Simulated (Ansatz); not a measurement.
**AlSb: pressure series**

Take AlSb in the zinc blende structure (space group F-43m, No. 216; a = 6.226 Å) as the base.

Cell and atoms are relaxed at each pressure.

The values are results of PBE (Ansatz, a program for electronic structure), no spin-orbit coupling, not measurements.

```tsv
pressure (GPa)	volume per atom (Å³/atom)
-2	31.550
-1	30.812
0	30.160
0.3	29.976
0.7	29.745
1.5	?
3	28.573
5	27.724
10	26.040
```

Question: Fit the third-order Birch–Murnaghan form P(V) = (3B₀/2)[(V₀/V)^(7/3) − (V₀/V)^(5/3)]·[1 + (3/4)(B₀′ − 4)((V₀/V)^(2/3) − 1)] (squares taken in P) to the rows shown and predict the withheld row.

Answer: Least squares on the printed values gives V₀ = 30.161 Å³/atom, B₀ = 49.2 GPa, B₀′ = 4.4; this predicts 29.310 Å³/atom, and the run gives 29.313 Å³/atom, 0.003 higher.

Measured bulk modulus of AlSb: 58.2 GPa (temperature not stated; as listed in Cormac Toher et al., Physical Review Materials (2017)); the computed value is for a static lattice, so the two differ by thermal effects too.

Load acts through the strain it causes; cell and atoms are relaxed under it. No phonon test of stability was made. Measured, AlSb leaves this structure (for a Cmcm phase) near 8.1 GPa (temperature not stated; as listed in Datta, Sujoy, Jana, Debnarayan, arXiv (2020)), on rising pressure, with hysteresis.
